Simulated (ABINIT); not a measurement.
# Br (I4/mmm) in ABINIT: further runs

One crystal, Br, is run at these levels: PBEsol; tasks: relaxation of cell and atoms, single point.

All numbers are computed with ABINIT 10.8.3 (patched build); they aren't measurements. Logs are shortened: lines on timing, memory, paths and dates and some standing lists are left out, and cuts for length are marked. The log counts tension as positive stress, the text compression.

## 1. The crystal as given

The structure is tetragonal, space group I4/mmm (No. 139). The conventional cell has a = 2.847 Å, b = 2.847 Å, c = 7.155 Å, α = 90.00°, β = 90.00°, γ = 90.00°. Br (site symmetry 4/mmm) is surrounded by 4 Br at 2.85 Å.

## 2. Relaxation of cell and atoms, PBEsol

Input file run.abi:

```
pp_dirpath "./"
pseudos "Br.upf"

acell 4.1050320097 4.1050320097 4.1050320097 Angstrom
rprim
    -0.3467675043     0.3467675043     0.8714956087
     0.3467675043    -0.3467675043     0.8714956087
     0.3467675043     0.3467675043    -0.8714956087
ntypat 1
znucl 35
natom 1
typat 1
chkprim 0
chksymtnons 0
tolsym 1.0e-6
xred
            0.0            0.0            0.0

ecut 23.0
ecutsm 0.5

kptopt 1
ngkpt 10 10 10
nshiftk 1
shiftk 0.0 0.0 0.0

ixc -116133

nband 8
occopt 3
tsmear 0.05 eV

nstep 80
tolvrs 1.0e-12

iomode 3
prteig 0
prtebands 0
prtwf 0
prtden 0

ionmov 22
optcell 2
ntime 50
tolmxf 2.0e-5
dilatmx 1.08
```

Potentials or basis: PseudoDojo NC SR PBEsol v0.4.1 standard.

Started as:

```
$ abinit run.abi > log 2>&1
```

run.abo:

```text
.Version 10.8.3 of ABINIT
 Symmetries : space group I4/m m m (#139); Bravais tI (body-center tetrag.)
================================================================================
 Values of the parameters that define the memory need of the present run
     intxc =       0    ionmov =      22      iscf =       7    lmnmax =       6
     lnmax =       6     mgfft =      40  mpssoang =       3    mqgrid =    3001
     natom =       1  nloc_mem =       1    nspden =       1   nspinor =       1
    nsppol =       1      nsym =      16    n1xccc =    2501    ntypat =       1
    occopt =       3   xclevel =       2
       mpw =        1316          nfft =       64000          nkpt =         102
================================================================================
================================================================================

--------------------------------------------------------------------------------
------------- Echo of variables that govern the present computation ------------
--------------------------------------------------------------------------------
 -outvars: echo values of preprocessed input variables --------
            acell      7.7573862364E+00  7.7573862364E+00  7.7573862364E+00 Bohr
              amu      7.99040000E+01
          chkprim           0
      chksymtnons           0
          dilatmx      1.08000000E+00
             ecut      2.30000000E+01 Hartree
           ecutsm      5.00000000E-01 Hartree
           ionmov          22
                       outvar_i_n : Printing only first  50 k-points.
              ixc     -116133
                       outvar_i_n : Printing only first  50 k-points.
         kptrlatt       10    0    0      0   10    0      0    0   10
          kptrlen      5.38001893E+01
            natom           1
            nband           8
            ngfft          40      40      40
             nkpt         102
            nstep          80
             nsym          16
            ntime          50
           ntypat           1
                       prtocc : prtvol=0, do not print more k-points.
           occopt           3
          optcell           2
           prtden           0
        prtebands           0
           prteig           0
            prtwf           0
            rprim     -3.4676750430E-01  3.4676750430E-01  8.7149560870E-01
                       3.4676750430E-01 -3.4676750430E-01  8.7149560870E-01
                       3.4676750430E-01  3.4676750430E-01 -8.7149560870E-01
          spgroup         139
           tolmxf      2.00000000E-05
           tolsym      1.00000000E-06
           tolvrs      1.00000000E-12
           tsmear      1.83746611E-03 Hartree
            typat      1
                       outvars : Printing only first  50 k-points.
            znucl       35.00000

================================================================================

 chkinp: Checking input parameters for consistency.

================================================================================
== DATASET  1 ==================================================================

--- !DatasetInfo
iteration_state: {dtset: 1, }
dimensions: {natom: 1, nkpt: 102, mband: 8, nsppol: 1, nspinor: 1, nspden: 1, mpw: 1316, }
cutoff_energies: {ecut:  23.0, pawecutdg:  -1.0, }
electrons: {nelect:   7.00000000E+00, charge:   0.00000000E+00, occopt:   3.00000000E+00, tsmear:   1.83746611E-03, }
meta: {optdriver: 0, ionmov: 22, optcell: 2, iscf: 7, paral_kgb: 0, }
...

 Real(R)+Recip(G) space primitive vectors, cartesian coordinates (Bohr,Bohr^-1):
 R(1)= -2.6900095  2.6900095  6.7605280  G(1)=  0.0000000  0.1858730  0.0739587
 R(2)=  2.6900095 -2.6900095  6.7605280  G(2)=  0.1858730  0.0000000  0.0739587
 R(3)=  2.6900095  2.6900095 -6.7605280  G(3)=  0.1858730  0.1858730  0.0000000
 Unit cell volume ucvol=  1.9568080E+02 bohr^3
 Angles (23,13,12)=  1.39420544E+02  1.39420544E+02  5.87341865E+01 degrees

 getcut: wavevector=  0.0000  0.0000  0.0000  ngfft=  40  40  40
         ecut(hartree)=     26.827   => boxcut(ratio)=   2.21207

 getcut : COMMENT -
  Note that boxcut > 2.2 ; recall that boxcut=Gcut(box)/Gcut(sphere) = 2
  is sufficient for exact treatment of convolution.
  Such a large boxcut is a waste : you could raise ecut
  e.g. ecut=   32.818116 Hartrees makes boxcut=2

--- Pseudopotential description ------------------------------------------------
- pspini: atom type   1  psp file is ./Br.upf
  35.00000   7.00000  180301                  znucl, zion, pspdat
12 -116133 2 -1 1098                          pspcod,pspxc,lmax,lloc,mmax
     nproj     2     2     2

   7.66452878E+01                                ecore*ucvol(ha*bohr**3)
--------------------------------------------------------------------------------

================================================================================

=== [ionmov=22] Limited-memory Broyden-Fletcher-Goldfarb-Shanno method
================================================================================

--- Iteration: ( 1/50) Internal Cycle: (1/1)
--------------------------------------------------------------------------------

---SELF-CONSISTENT-FIELD CONVERGENCE--------------------------------------------

--- !BeginCycle
iteration_state: {dtset: 1, itime: 1, icycle: 1, }
solver: {iscf: 7, nstep: 80, nline: 4, wfoptalg: 0, }
tolerances: {tolvrs: 1.00E-12, }
...

     iter   Etot(hartree)      deltaE(h)  residm     vres2
 ETOT  1  -15.705891318207    -1.571E+01 3.479E-02 1.128E+01
 ETOT  2  -15.710388944379    -4.498E-03 7.365E-03 5.812E-01
 ETOT  3  -15.710407248086    -1.830E-05 9.656E-04 6.513E-02
 ETOT  4  -15.710409261349    -2.013E-06 5.746E-04 2.282E-03
 ETOT  5  -15.710409313112    -5.176E-08 1.972E-04 8.846E-06
 ETOT  6  -15.710409313300    -1.879E-10 1.933E-04 3.710E-08
 ETOT  7  -15.710409313301    -5.009E-13 8.562E-05 5.413E-10
 ETOT  8  -15.710409313301     1.155E-13 9.291E-05 1.364E-11
 ETOT  9  -15.710409313300     1.634E-13 1.630E-04 1.371E-13

 At SCF step    9       vres2   =  1.37E-13 < tolvrs=  1.00E-12 =>converged.

 Cartesian components of stress tensor (hartree/bohr^3)
  sigma(1 1)=  5.98715956E-05  sigma(3 2)=  0.00000000E+00
  sigma(2 2)=  5.98715956E-05  sigma(3 1)=  0.00000000E+00
  sigma(3 3)= -4.73289856E-06  sigma(2 1)=  0.00000000E+00
[... 661 lines left out ...]
 Cartesian coordinates (xcart) [bohr]
  0.00000000000000E+00  0.00000000000000E+00  0.00000000000000E+00
 Reduced coordinates (xred)
  0.00000000000000E+00  0.00000000000000E+00  0.00000000000000E+00
 Cartesian forces (fcart) [Ha/bohr]; max,rms= 0.00000E+00 0.00000E+00 (free atoms)
 -0.00000000000000E+00 -0.00000000000000E+00 -0.00000000000000E+00
 Gradient of E wrt nuclear positions in reduced coordinates (gred)
 -0.00000000000000E+00 -0.00000000000000E+00 -0.00000000000000E+00
 Scale of Primitive Cell (acell) [bohr]
  7.82348382378560E+00  7.82348382378560E+00  7.82348382378560E+00
 Real space primitive translations (rprimd) [bohr]
 -2.66063418018292E+00  2.66063418018292E+00  6.85922376508593E+00
  2.66063418018292E+00 -2.66063418018292E+00  6.85922376508593E+00
  2.66063418018292E+00  2.66063418018292E+00 -6.85922376508593E+00
 Unitary Cell Volume (ucvol) [Bohr^3]=  1.94225073378544E+02
 Angles (23,13,12)= [degrees]
  1.40236132930419E+02  1.40236132930419E+02  5.74949394482572E+01
 Lengths [Bohr]
  7.82348382378560E+00  7.82348382378560E+00  7.82348382378560E+00
 Stress tensor in cartesian coordinates (strten) [Ha/bohr^3]
  1.96422756694285E-07  0.00000000000000E+00  0.00000000000000E+00
  0.00000000000000E+00  1.96422756695586E-07  0.00000000000000E+00
  0.00000000000000E+00  0.00000000000000E+00  1.92895215187124E-08
 Total energy (etotal) [Ha]= -1.57105471513009E+01

 Difference of energy with previous step (new-old):
           Absolute (Ha)=-1.14857E-07
           Relative     =-7.31084E-09

 At Broyd/MD step   8, gradients are converged :
  max grad (force/stress) = 1.9642E-05 < tolmxf= 2.0000E-05 ha/bohr (free atoms)

================================================================================

 ----iterations are completed or convergence reached----

 Mean square residual over all n,k,spin=   65.982E-11; max=  46.114E-08
 reduced coordinates (array xred) for    1 atoms
       0.000000000000      0.000000000000      0.000000000000
 rms dE/dt=  0.0000E+00; max dE/dt=  0.0000E+00; dE/dt below (all hartree)
    1       0.000000000000      0.000000000000      0.000000000000

 cartesian coordinates (angstrom) at end:
    1      0.00000000000000     0.00000000000000     0.00000000000000

 cartesian forces (hartree/bohr) at end:
    1     -0.00000000000000    -0.00000000000000    -0.00000000000000
 frms,max,avg= 0.0000000E+00 0.0000000E+00   0.000E+00  0.000E+00  0.000E+00 h/b

 cartesian forces (eV/Angstrom) at end:
    1     -0.00000000000000    -0.00000000000000    -0.00000000000000
 frms,max,avg= 0.0000000E+00 0.0000000E+00   0.000E+00  0.000E+00  0.000E+00 e/A
 length scales=  7.823483823786  7.823483823786  7.823483823786 bohr
              =  4.140009346607  4.140009346607  4.140009346607 angstroms
 Fermi (or HOMO) energy (hartree) =   0.08247   Average Vxc (hartree)=  -0.33285
 Eigenvalues (hartree) for nkpt= 102  k points:
 kpt#   1, nband=  8, wtk=  0.00100, kpt=  0.0000  0.0000  0.0000 (reduced coord)
  -0.52517   -0.01216    0.11756    0.11756    0.26581    0.43878    0.45752    0.67391
      occupation numbers for kpt#   1
   2.00000    2.00000    0.00000    0.00000    0.00000    0.00000    0.00000    0.00000
 prteigrs : prtvol=0 or 1, do not print more k-points.

--- !EnergyTerms
iteration_state     : {dtset: 1, itime: 8, icycle: 1, }
comment             : Components of total free energy in Hartree
kinetic             :  4.33212655730191E+00
hartree             :  1.79942557661521E+00
xc                  : -5.10915884302604E+00
Ewald energy        : -1.17533994384761E+01
psp_core            :  3.94620975079645E-01
local_psp           : -7.60547552600292E+00
non_local_psp       :  2.23151675216848E+00
internal            : -1.57103439463399E+01
'-kT*entropy'       : -2.03204961037697E-04
total_energy        : -1.57105471513009E+01
total_energy_eV     : -4.27505766669745E+02
band_energy         : -1.05494828593535E+00
...

 Cartesian components of stress tensor (hartree/bohr^3)
  sigma(1 1)=  1.96422757E-07  sigma(3 2)=  0.00000000E+00
  sigma(2 2)=  1.96422757E-07  sigma(3 1)=  0.00000000E+00
  sigma(3 3)=  1.92895215E-08  sigma(2 1)=  0.00000000E+00

-Cartesian components of stress tensor (GPa)         [Pressure= -4.0418E-03 GPa]
- sigma(1 1)=  5.77895702E-03  sigma(3 2)=  0.00000000E+00
- sigma(2 2)=  5.77895702E-03  sigma(3 1)=  0.00000000E+00
- sigma(3 3)=  5.67517317E-04  sigma(2 1)=  0.00000000E+00

== END DATASET(S) ==============================================================
================================================================================

 -outvars: echo values of variables after computation  --------
            acell      7.8234838238E+00  7.8234838238E+00  7.8234838238E+00 Bohr
           etotal     -1.5710547151E+01
            fcart     -0.0000000000E+00 -0.0000000000E+00 -0.0000000000E+00
            rprim     -3.4008304230E-01  3.4008304230E-01  8.7674799611E-01
                       3.4008304230E-01 -3.4008304230E-01  8.7674799611E-01
                       3.4008304230E-01  3.4008304230E-01 -8.7674799611E-01
           strten      1.9642275669E-07  1.9642275670E-07  1.9289521519E-08
                       0.0000000000E+00  0.0000000000E+00  0.0000000000E+00
 Calculation completed.
```

Wall time 4.3 min (1 thread of Arm Neoverse V2, shared host); peak memory 0.09 GiB.

What came out:

- Free energy: -427.5058 eV
- Relaxed volume: 28.78 Å³/atom
- Relaxed cell: a = 4.140 Å, b = 4.140 Å, c = 4.140 Å, α = 140.24°, β = 140.24°, γ = 57.49°
- Space group after relaxing (to 0.05 Å): I4/mmm (No. 139)
- Energy gained by relaxing: 3.8 meV/atom
- Ionic steps: 8
- Pressure after relaxing: 0.0 GPa
- Band gap on the k mesh: none (metal or under the smearing width)

Step by step:
```tsv
step	energy change (eV)	largest force (eV/Å)	pressure (GPa)	volume (Å³)
1	0.0000	0.0000	-1.13	29.00
2	-0.0011	0.0000	-0.95	28.90
3	-0.0036	0.0000	0.11	28.38
4	-0.0036	0.0000	0.04	28.43
5	-0.0037	0.0000	-0.01	28.50
6	-0.0037	0.0000	-0.06	28.66
7	-0.0037	0.0000	-0.03	28.77
8	-0.0038	0.0000	0.00	28.78
```

Final structure:
```cif
data_structure
_symmetry_space_group_name_H-M 'P 1'
_symmetry_Int_Tables_number 1
_cell_length_a 4.1400
_cell_length_b 4.1400
_cell_length_c 4.1400
_cell_angle_alpha 140.236
_cell_angle_beta 140.236
_cell_angle_gamma 57.495
_cell_volume 28.78
loop_
_atom_site_label
_atom_site_type_symbol
_atom_site_fract_x
_atom_site_fract_y
_atom_site_fract_z
_atom_site_occupancy
Br1 Br 0.00000 0.00000 0.00000 1
```

Caveat: an odd number of electrons without spin polarisation forces a metal; a magnetic or distorted state may lie lower.

## 3. Single point, PBEsol (cell relaxed)

Input file run.abi:

```
# Pseudopotentials
pp_dirpath "./"
pseudos "Br.upf"

# Structure
acell 7.8234838161 7.8234838161 7.8234838161
rprim
    -0.3400830415     0.3400830415     0.8767479967
     0.3400830415    -0.3400830415     0.8767479967
     0.3400830415     0.3400830415    -0.8767479967
ntypat 1
znucl 35
natom 1
typat 1
xcart
     0.0000000000     0.0000000000     0.0000000000
chkprim 0
chksymtnons 0
tolsym 1.0e-6

# Plane-wave basis
ecut 23.0

# k points
kptopt 1
ngkpt 10 10 10
nshiftk 1
shiftk 0.0 0.0 0.0

# Exchange and correlation
ixc -116133

# Bands and occupations
nband 8
occopt 3
tsmear 0.00183747

# SCF cycle
nstep 100
tolvrs 1.0e-10

# Output
iomode 3
prtwf 0
prtden 0
prteig 0
prtebands 0
```

Potentials or basis: PseudoDojo NC SR PBEsol v0.4.1 standard.

Started as:

```
$ abinit run.abi > log 2>&1
```

run.abo:

```text
.Version 10.8.3 of ABINIT
 Symmetries : space group I4/m m m (#139); Bravais tI (body-center tetrag.)
================================================================================
 Values of the parameters that define the memory need of the present run
     intxc =       0    ionmov =       0      iscf =       7    lmnmax =       6
     lnmax =       6     mgfft =      36  mpssoang =       3    mqgrid =    3001
     natom =       1  nloc_mem =       1    nspden =       1   nspinor =       1
    nsppol =       1      nsym =      16    n1xccc =    2501    ntypat =       1
    occopt =       3   xclevel =       2
       mpw =        1044          nfft =       46656          nkpt =         102
================================================================================
================================================================================

--------------------------------------------------------------------------------
------------- Echo of variables that govern the present computation ------------
--------------------------------------------------------------------------------
 -outvars: echo values of preprocessed input variables --------
            acell      7.8234838161E+00  7.8234838161E+00  7.8234838161E+00 Bohr
              amu      7.99040000E+01
          chkprim           0
      chksymtnons           0
             ecut      2.30000000E+01 Hartree
                       outvar_i_n : Printing only first  50 k-points.
              ixc     -116133
                       outvar_i_n : Printing only first  50 k-points.
         kptrlatt       10    0    0      0   10    0      0    0   10
          kptrlen      5.32126834E+01
            natom           1
            nband           8
            ngfft          36      36      36
             nkpt         102
            nstep         100
             nsym          16
           ntypat           1
                       prtocc : prtvol=0, do not print more k-points.
           occopt           3
           prtden           0
        prtebands           0
           prteig           0
            prtwf           0
            rprim     -3.4008304150E-01  3.4008304150E-01  8.7674799670E-01
                       3.4008304150E-01 -3.4008304150E-01  8.7674799670E-01
                       3.4008304150E-01  3.4008304150E-01 -8.7674799670E-01
          spgroup         139
           tolsym      1.00000000E-06
           tolvrs      1.00000000E-10
           tsmear      1.83747000E-03 Hartree
[... 91 lines left out ...]
    1        2.00000          4.09157088
================================================================================

 ----iterations are completed or convergence reached----

 Mean square residual over all n,k,spin=   38.679E-08; max=  70.796E-06
 reduced coordinates (array xred) for    1 atoms
       0.000000000000      0.000000000000      0.000000000000
 rms dE/dt=  0.0000E+00; max dE/dt=  0.0000E+00; dE/dt below (all hartree)
    1       0.000000000000      0.000000000000      0.000000000000

 cartesian coordinates (angstrom) at end:
    1      0.00000000000000     0.00000000000000     0.00000000000000

 cartesian forces (hartree/bohr) at end:
    1     -0.00000000000000    -0.00000000000000    -0.00000000000000
 frms,max,avg= 0.0000000E+00 0.0000000E+00   0.000E+00  0.000E+00  0.000E+00 h/b

 cartesian forces (eV/Angstrom) at end:
    1     -0.00000000000000    -0.00000000000000    -0.00000000000000
 frms,max,avg= 0.0000000E+00 0.0000000E+00   0.000E+00  0.000E+00  0.000E+00 e/A
 length scales=  7.823483816100  7.823483816100  7.823483816100 bohr
              =  4.140009342540  4.140009342540  4.140009342540 angstroms
 Fermi (or HOMO) energy (hartree) =   0.08247   Average Vxc (hartree)=  -0.33285
 Eigenvalues (hartree) for nkpt= 102  k points:
 kpt#   1, nband=  8, wtk=  0.00100, kpt=  0.0000  0.0000  0.0000 (reduced coord)
  -0.52517   -0.01216    0.11756    0.11756    0.26581    0.43878    0.45752    0.67391
      occupation numbers for kpt#   1
   2.00000    2.00000    0.00000    0.00000    0.00000    0.00000    0.00000    0.00000
 prteigrs : prtvol=0 or 1, do not print more k-points.

--- !EnergyTerms
iteration_state     : {dtset: 1, }
comment             : Components of total free energy in Hartree
kinetic             :  4.33212935913771E+00
hartree             :  1.79942527776252E+00
xc                  : -5.10915810992689E+00
Ewald energy        : -1.17533994585987E+01
psp_core            :  3.94620977834196E-01
local_psp           : -7.60547179780782E+00
non_local_psp       :  2.23150797902564E+00
internal            : -1.57103457725734E+01
'-kT*entropy'       : -2.03206302462440E-04
total_energy        : -1.57105489788759E+01
total_energy_eV     : -4.27505816400593E+02
band_energy         : -1.05494991846750E+00
...

 Cartesian components of stress tensor (hartree/bohr^3)
  sigma(1 1)=  7.75259640E-07  sigma(3 2)=  0.00000000E+00
  sigma(2 2)=  7.75259640E-07  sigma(3 1)=  0.00000000E+00
  sigma(3 3)=  5.41968185E-07  sigma(2 1)=  0.00000000E+00

-Cartesian components of stress tensor (GPa)         [Pressure= -2.0521E-02 GPa]
- sigma(1 1)=  2.28089261E-02  sigma(3 2)=  0.00000000E+00
- sigma(2 2)=  2.28089261E-02  sigma(3 1)=  0.00000000E+00
- sigma(3 3)=  1.59452545E-02  sigma(2 1)=  0.00000000E+00

== END DATASET(S) ==============================================================
================================================================================

 -outvars: echo values of variables after computation  --------
            acell      7.8234838161E+00  7.8234838161E+00  7.8234838161E+00 Bohr
           etotal     -1.5710548979E+01
            fcart     -0.0000000000E+00 -0.0000000000E+00 -0.0000000000E+00
            rprim     -3.4008304150E-01  3.4008304150E-01  8.7674799670E-01
                       3.4008304150E-01 -3.4008304150E-01  8.7674799670E-01
                       3.4008304150E-01  3.4008304150E-01 -8.7674799670E-01
           strten      7.7525963956E-07  7.7525963956E-07  5.4196818470E-07
                       0.0000000000E+00  0.0000000000E+00  0.0000000000E+00
 Calculation completed.
```

Run time: 24 s. Hardware: 1 thread of Arm Neoverse V2, shared host; peak memory 0.07 GiB.

Results:

```yaml
Free_energy: -427.5058 eV
Pressure: 0.0 GPa
Band_gap_on_the_k_mesh: none (metal or under the smearing width)
Valence_electrons_inside_the_program's_atomic_spheres: Br 4.09 (radii [1.0584] Å)
```

Levels at points of the mesh, in eV from the Fermi level:
```
           k point  band 1  band 2  band 3  band 4  band 5  band 6  band 7  band 8
(0.00, 0.00, 0.00)  -16.53   -2.58    0.95    0.95    4.99    9.70   10.21   16.09
(0.50, 0.00, 0.00)  -14.77   -6.17   -2.02    1.93    6.02   12.10   12.39   14.34
(0.50, 0.50, 0.00)  -13.15   -4.72   -4.46   -0.65    5.10    8.17   12.23   13.52
(0.50, 0.50, 0.50)  -16.31   -4.68    0.81    0.81    9.21    9.30   11.26   16.56
```

Caveat: an odd number of electrons without spin polarisation forces a metal; a magnetic or distorted state may lie lower.
